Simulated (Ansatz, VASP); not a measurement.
**One calculation of Au, two programs**

The input INCAR:

```
SYSTEM = Au
  ALGO = Normal
  EDIFF = 1E-6
  ENCUT = 520
  GGA = PS
  GGA_COMPAT = .False.
  ISIF = 2
  ISMEAR = -1
  LASPH = .True.
  LCHARG = .False.
  LMAXMIX = 4
  LORBIT = 11
  LORBMOM = .True.
  LREAL = .False.
  LSORBIT = .True.
  LWAVE = .False.
  MAGMOM = 0 0 0
  NBANDS = 22
  NELM = 150
  PREC = Accurate
  SIGMA = 0.05
```

The input KPOINTS:

```
k-points
0
Gamma
  8 8 8
  0 0 0
```

Contents of POSCAR:

```
Au
1.0
   -1.6572690000      1.6572690000      1.6572690000
    1.6572690000     -1.6572690000      1.6572690000
    1.6572690000      1.6572690000     -1.6572690000
Au
1
Direct
    0.0000000000      0.0000000000      0.0000000000
```

Contents of input.yaml:

```yaml
crystal:
  lattice:
    - [-1.657269, 1.657269, 1.657269]
    - [1.657269, -1.657269, 1.657269]
    - [1.657269, 1.657269, -1.657269]
  atoms:
    - { symbol: Au, position: [0.0, 0.0, 0.0] }
kpoints:
  mp_grid: { grid: [8, 8, 8] }
  band_path:
    path:
      - [0.0, 0.0, 0.0]
      - [0.5, -0.5, 0.5]
      - [0.0, 0.0, 0.5]
      - [0.0, 0.0, 0.0]
      - [0.25, 0.25, 0.25]
      - [0.5, -0.5, 0.5]
    npoints: 10
scf:
  occupations: { method: fermi_dirac, width: 0.05 }
hamiltonian:
  xc: pbesol
  pseudopotentials: { kind: all_electron, lapw: { basis_error: 0.001 } }
magnetization:
  noncollinear: true
  spin_orbit: true
output:
  forces: true
  stress: true
  eigenvalues: true
```

Alike in both runs: functional PBEsol; k mesh 8 × 8 × 8; occupations fermi-dirac, width 0.05 eV; non-collinear spin, spin-orbit coupling.

```csv
,VASP,Ansatz
version,VASP 6.6.1,Ansatz 0.2.0
potentials or method,"VASP PAW PBE potentials, release 64 (Au)","all-electron LAPW, relativistic spinors"
plane-wave cutoff (eV),520,see its input
task,single point,band structure
```

Ansatz gave:

```
gap on the k mesh at the Fermi level (eV) : none
pressure (GPa)                            : -10.8
net moment per atom (μB)                  : 0.00
```

Task: What did VASP give for the same quantities?

Result: gap on the k mesh at the Fermi level (eV): none; pressure (GPa): -10.7; net moment per atom (μB): 0.00.

A gap of «none» marks a metal or a gap that the smearing closes. Ansatz ran all-electron here, so the differences hold the error of VASP's frozen core and of both bases.

Caveats: the PAW data sets were made with another functional, which shifts forces and pressure a little (VASP); the k mesh is thin for a metal, which can move the energy by tens of meV per atom (Ansatz).
